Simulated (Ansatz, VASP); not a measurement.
Two plane-wave programs on Zr4B

INCAR

```
PREC = Accurate
ENCUT = 520
EDIFF = 1E-7
ISMEAR = 0
SIGMA = 0.1
LREAL = False
LASPH = True
NELM = 60
ALGO = Normal
ISIF = 2
LWAVE = False
LCHARG = False
GGA = PE
NBANDS = 34
```

Contents of KPOINTS:

```
Automatic mesh
0
Gamma
  4 4 4
```

Contents of POSCAR:

```
Zr4B
1.0
   -2.8328521400      2.8328521400      2.8328521400
    2.8328521400     -2.8328521400      2.8328521400
    2.8328521400      2.8328521400     -2.8328521400
Zr B
4 1
Direct
    0.5000000000      0.5000000000      0.5000000000
    0.0000000000      0.0000000000      0.5000000000
    0.0000000000      0.5000000000      0.0000000000
    0.5000000000      0.0000000000      0.0000000000
    0.0000000000      0.0000000000      0.0000000000
```

Input for Ansatz:

```yaml
crystal:
  lattice:
    - [-2.83285214, 2.83285214, 2.83285214]
    - [2.83285214, -2.83285214, 2.83285214]
    - [2.83285214, 2.83285214, -2.83285214]
  atoms:
    - { symbol: Zr, position: [0.5, 0.5, 0.5] }
    - { symbol: Zr, position: [0.0, 0.0, 0.5] }
    - { symbol: Zr, position: [0.0, 0.5, 0.0] }
    - { symbol: Zr, position: [0.5, 0.0, 0.0] }
    - { symbol: B, position: [0.0, 0.0, 0.0] }
basis:
  ecutwfc: 420
kpoints:
  mp_grid: { grid: [4, 4, 4] }
hamiltonian:
  xc: pbe
scf:
  occupations: { method: gaussian, width: 0.1 }
  lower_state_search: "off"
output:
  forces: true
  stress: true
  eigenvalues: true
```

Alike in both runs: task single point; functional PBE; k mesh 4 × 4 × 4; occupations gaussian, width 0.1 eV; no spin polarisation.

|  | VASP | Ansatz |
| --- | --- | --- |
| version | VASP 6.6.1 | Ansatz 0.2.0 |
| potentials or method | VASP PAW PBE potentials, release 64 (Zr_sv, B) | scalar-relativistic, plane waves, PAW |
| plane-wave cutoff (eV) | 520 | 420 |
| valence electrons in the cell | 51 | 51 |

|  | VASP | Ansatz | Ansatz less VASP |
| --- | --- | --- | --- |
| gap on the k mesh at the Fermi level (eV) | none | none | - |
| pressure (GPa) | 14.8 | 14.7 | -0.11 |

A gap of «none» marks a metal or a gap that the smearing closes.

Caveats: the k mesh is coarse (spacing up to 0.39 Å⁻¹), so the values aren't converged.
